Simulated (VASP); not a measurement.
Input of a VASP 6.6.1 run:

Contents of INCAR:

```
SYSTEM = NaCl
PREC = Accurate
ENCUT = 520
EDIFF = 1E-6
ISMEAR = 0
SIGMA = 0.02
LREAL = .FALSE.
LASPH = .TRUE.
NELM = 100
ALGO = Fast
ISIF = 2
LWAVE = .FALSE.
LCHARG = .FALSE.
MAGMOM = 0 0 0 0 0 0
LORBIT = 11
LSORBIT = .TRUE.
GGA_COMPAT = .FALSE.
GGA = PE
KPAR = 4
```

KPOINTS

```
regular mesh
0
G
  8 8 8
  0 0 0
```

File POSCAR:

```
NaCl                                    
1.0
    0.0000000000      2.7771875566      2.7771875566
    2.7771875566      0.0000000000      2.7771875566
    2.7771875566      2.7771875566      0.0000000000
  Na              Cl            
     1     1
Direct
     0.0000000000000000    0.0000000000000000    0.0000000000000000
     0.5000000000000000    0.5000000000000000    0.5000000000000000
```

File KPOINTS_OPT:

```
path GXWKGLUWLK,UX
20
line-mode
reciprocal
 0.0000000000  0.0000000000  0.0000000000  G
 0.5000000000  0.0000000000  0.5000000000  X

 0.5000000000  0.0000000000  0.5000000000  X
 0.5000000000  0.2500000000  0.7500000000  W

 0.5000000000  0.2500000000  0.7500000000  W
 0.3750000000  0.3750000000  0.7500000000  K

 0.3750000000  0.3750000000  0.7500000000  K
 0.0000000000  0.0000000000  0.0000000000  G

 0.0000000000  0.0000000000  0.0000000000  G
 0.5000000000  0.5000000000  0.5000000000  L

 0.5000000000  0.5000000000  0.5000000000  L
 0.6250000000  0.2500000000  0.6250000000  U

 0.6250000000  0.2500000000  0.6250000000  U
 0.5000000000  0.2500000000  0.7500000000  W

 0.5000000000  0.2500000000  0.7500000000  W
 0.5000000000  0.5000000000  0.5000000000  L

 0.5000000000  0.5000000000  0.5000000000  L
 0.3750000000  0.3750000000  0.7500000000  K

 0.6250000000  0.2500000000  0.6250000000  U
 0.5000000000  0.0000000000  0.5000000000  X
```

Potentials or basis: VASP PAW PBE potentials, release 64 (Na_pv, Cl).

Launch:

```console
$ cat potpaw_PBE.64/Na_pv/POTCAR potpaw_PBE.64/Cl/POTCAR > POTCAR
$ mpirun -np 4 vasp_ncl > vasp.out
```

(1) What does it give for the pressure?

(2) Predict the net moment.

Results:

(1) 2.1 GPa.

(2) 0.00 μB per cell.
